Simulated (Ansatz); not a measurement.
## Fe3Ge under changes of volume

One of the cells (12.262 Å³/atom); the others are scaled copies at fixed shape and fractional positions:

```
CELL_PARAMETERS angstrom
3.66050 0.00000 0.00000
0.00000 3.66050 0.00000
0.00000 0.00000 3.66050
ATOMIC_POSITIONS crystal
Ge 0.00000 0.00000 0.00000
Fe 0.50000 0.00000 0.50000
Fe 0.50000 0.50000 0.00000
Fe 0.00000 0.50000 0.50000
```

The cell comes from a database or a generator and needn't be the stable form of this composition.

| Property | Result |
| --- | --- |
| Program | Ansatz 0.2.0 |
| Functional | r2SCAN |
| Potentials or basis | Ansatz PAW |
| Cutoff | 500 eV (not typed: the program's choice for these potentials) |
| k mesh | 7 × 7 × 7 |
| Occupations | fermi-dirac, width 0.05 eV |
| Spin | collinear spin, ferromagnetic start |
| Starting moments | [0.0, 3.0, 3.0, 3.0] μB |

```tsv
volume (Å³/atom)	energy over the lowest point (meV/atom)	pressure (GPa)	moment (μB per cell)
11.526	28.22	10.9	7.38
11.772	?	?	?
12.017	4.75	4.5	7.79
12.262	0.00	1.2	7.91
12.507	0.10	-1.8	8.00
12.752	4.81	-4.6	8.07
12.998	13.89	-7.3	8.12
```

Q: What does the run at 11.772 Å³/atom give?

A: Energy over the lowest point 14.59 meV/atom; pressure 7.7 GPa; moment 7.61 μB per cell.

Worked out: A Birch-Murnaghan fit of order 3 (a polynomial in V^(-2/3)) to the other rows has its minimum at 12.38 Å³/atom with B0 = V·E''(V) = 153 GPa (rough, since the energies scatter). It gives 14.06 meV/atom at 11.772 Å³/atom, against the run's 14.59, and -dE/dV = 7.7 GPa, against 7.7. A parabola through the other rows of the moment, of slope 0.784 μB per Å³/atom there, gives 7.60 μB, against the run's 7.61.

Energies are extrapolated to zero smearing.

Caveats: the magnetic or orbital state may not be the lowest; the PAW data sets come from PBE, with cores solved anew for the run's functional, which leaves a small shift of forces and pressure.
